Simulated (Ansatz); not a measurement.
## A strain series on BaTe (rocksalt): epitaxial in the xy plane

Rocksalt BaTe, relaxed with r2SCAN in Ansatz, then strained (epitaxial in the xy plane; changes of length per length, axes as in the cell below) with the atoms relaxed again within the symmetry that is left. Space group Fm-3m (No. 225), cubic; conventional cell a = 7.065 Å, 44.08 Å³ an atom. Ba is surrounded by 6 Te at 3.53 Å; Te is surrounded by 6 Ba at 3.53 Å. (Simulation; spin polarisation is off.)

```
Ba Te
1.0
     0.00000    3.53239    3.53239
     3.53239    0.00000    3.53239
     3.53239    3.53239    0.00000
Ba Te
1 1
Direct
  0.00000 0.00000 0.00000
  0.50000 0.50000 0.50000
```

Gaps are the least over each mesh (PBE 6×6×6, r2SCAN 6×6×6, HSE06 4×4×4 when unstrained) and the special points, which keep their unstrained names; stress is the change from the unstrained cell, compression positive.

```
strain (%)  free normal strain (%)  gap, PBE (eV)  gap, r2SCAN (eV)  gap, HSE06 (eV)  edges, HSE06  in-plane stress, r2SCAN (GPa)  energy rise, r2SCAN (meV/atom)
      -2.0                   +0.50          1.565             1.912            2.254         Γ → X                          +1.83                             9.3
       0.0                    0.00          1.655             2.004            2.347         Γ → X                           0.00                             0.0
      +2.0                   -0.56          1.682             2.024            2.380         Γ → X                          -1.38                             8.3
      +3.0                   -0.82          1.695             2.035            2.396         Γ → X                          -1.94                            17.7
     +4.25                   -1.12          1.713             2.049            2.417         Γ → X                          -2.53                            33.7
     +4.62                   -1.22          1.718             2.053            2.423         Γ → X                          -2.68                            39.3
     +4.95                   -1.30          1.723             2.056            2.429         Γ → X                          -2.81                            44.5
      +5.0                   -1.35          1.722             2.055            2.428         Γ → X                          -2.83                            45.3
     +5.97                   -1.55          1.736             2.067            2.445         Γ → X                          -3.17                            62.1
```

Between zero and the nearest strains the slope of the HSE06 gap against strain is +0.046 eV per percent for negative and +0.017 for positive strain.

Spin-orbit coupling is left out, which matters wherever the heavy atoms make up the band edges.

The meshes of the hybrids are coarse, so their gaps aren't converged to the digits shown.
